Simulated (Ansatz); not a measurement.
## Hf3Si2: a fit and a missing row

Hf3Si2, P4/mbm, a = 6.999 Å, c = 3.662 Å. The structure is a Materials Project entry; whether it is the stable form wasn't checked. Ansatz: r2SCAN, PAW, 500 eV, Γ-centred 6×6×10 mesh on 10 atoms, Gaussian smearing 0.10 eV; no spin polarisation. Shape and atoms are relaxed at each volume; pressure is positive in compression.

| V (Å³/atom) | P (GPa) |
| --- | --- |
| 15.787 | 23.96 |
| 16.325 | 16.53 |
| 16.863 | 10.14 |
| 17.401 | 4.68 |
| 17.939 | 0.00 |
| 18.477 | -4.14 |
| 19.016 | ? |
| 19.733 | -11.89 |

Q: Take V0 = 17.939 Å³/atom, fit the third-order Birch–Murnaghan form to the other rows, and predict the missing pressure.

A: With the Eulerian strain f = ½[(V0/V)^(2/3) − 1] and y = P/[3f(1 + 2f)^(5/2)], the form is the line y = B0 + 1.5 B0 (B0′ − 4) f. Rows (f, y): 0.04446, 145.2; 0.03244, 145.2; 0.02105, 144.8; 0.01025, 144.7; -0.00975, 148.7; -0.03078, 150.9. Means f = 0.01128, y = 146.58; Σ(Δf)² = 0.003856, ΣΔfΔy = -0.3167; the slope is their ratio. y = 147.5 − 82.13 f GPa, so B0 = 147.5 GPa and B0′ = 4 + 2 × (-82.13)/(3 × 147.5) = 3.63. At V = 19.016, f = -0.01906, y = 149.07 and P = -7.73 GPa. The run gave -7.77 GPa, so the fit is 0.04 GPa too high, within the rms miss on the fitted rows (0.10 GPa).

Spin–orbit coupling is left out, which can shift energies with elements as heavy as these.